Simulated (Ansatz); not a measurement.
**SiO2 under strain — ¹⁷O NMR of the central transition**

Cell: a COD entry, relaxed with PBE at fixed cell and then changed (z stretched by 1 %, ions relaxed).

```cif
data_structure
_symmetry_space_group_name_H-M 'P 1'
_symmetry_Int_Tables_number 1
_cell_length_a 7.1600
_cell_length_b 7.1600
_cell_length_c 7.2316
_cell_angle_alpha 90.000
_cell_angle_beta 90.000
_cell_angle_gamma 90.000
_cell_volume 370.73
loop_
_atom_site_label
_atom_site_type_symbol
_atom_site_fract_x
_atom_site_fract_y
_atom_site_fract_z
_atom_site_occupancy
Si1 Si 0.25122 0.25072 0.29169 1
Si2 Si 0.24878 0.74928 0.79169 1
Si3 Si 0.75122 0.24928 0.70831 1
Si4 Si 0.74878 0.75072 0.20831 1
Si5 Si 0.00000 0.04253 0.00097 1
Si6 Si 0.50000 0.95747 0.50097 1
Si7 Si 0.50000 0.45747 0.99903 1
Si8 Si 0.00000 0.54253 0.49903 1
O9 O 0.07921 0.17426 0.16623 1
O10 O 0.42079 0.82574 0.66623 1
O11 O 0.57921 0.32574 0.83377 1
O12 O 0.92079 0.67426 0.33377 1
O13 O 0.67098 0.58559 0.07479 1
O14 O 0.82902 0.41441 0.57479 1
O15 O 0.17098 0.91441 0.92521 1
O16 O 0.32902 0.08559 0.42521 1
O17 O 0.07670 0.67493 0.66502 1
O18 O 0.57670 0.82507 0.33498 1
O19 O 0.92330 0.17493 0.83498 1
O20 O 0.42330 0.32507 0.16502 1
O21 O 0.67335 0.08177 0.57769 1
O22 O 0.32665 0.58177 0.92231 1
O23 O 0.82665 0.91823 0.07769 1
O24 O 0.17335 0.41823 0.42231 1
```

Sites (sets of like atoms) are named by element and the number of their first atom in this list.

Level of theory: DFT, PBE, plane waves and PAW, scalar-relativistic, 420 eV cutoff, Γ-centred 4×4×4 k-points, Fermi–Dirac smearing 0.02 eV (Ansatz 0.2.0).

¹⁷O has I = 5/2 and Q = -25.58 mb (Pyykkö 2018); at 28.2 T its Larmor frequency is ν₀ = 162.8 MHz. Only the quadrupole interaction is simulated: positions count from each site's isotropic chemical shift, and J coupling is left out, as are shift anisotropy and dipolar coupling, which fast spinning averages.

**Question.** What does the ¹⁷O spectrum (fast magic-angle spinning) show for each site?

**Answer.** 

```
site                      first shell  C_Q (MHz)     η  P_Q (MHz)  δ_QIS (ppm)  breadth (kHz)
  O9       2 Si at 1.62 Å, angle 151°      -6.19  0.11       6.20        -8.70           3.14
 O13       2 Si at 1.62 Å, angle 150°      -6.18  0.12       6.20        -8.70           3.14
 O17  2 Si at 1.62–1.63 Å, angle 150°      -6.16  0.12       6.18        -8.64           3.12
 O21  2 Si at 1.62–1.63 Å, angle 150°      -6.17  0.13       6.19        -8.67           3.14
```

δ_QIS = −(ν_Q²/30ν₀²)[I(I+1) − 3/4](1 + η²/3) × 10⁶ ppm with ν_Q = 3|C_Q|/[2I(2I−1)]; it falls as 1/B₀² in ppm, and the breadth as 1/B₀ in kHz.

At O9, O13, O17 and O21 V_zz runs parallel to the line that joins its two neighbours (within 1°) in each case.

The database positions were far from equilibrium, so the relaxed structure may not be the compound's real one.
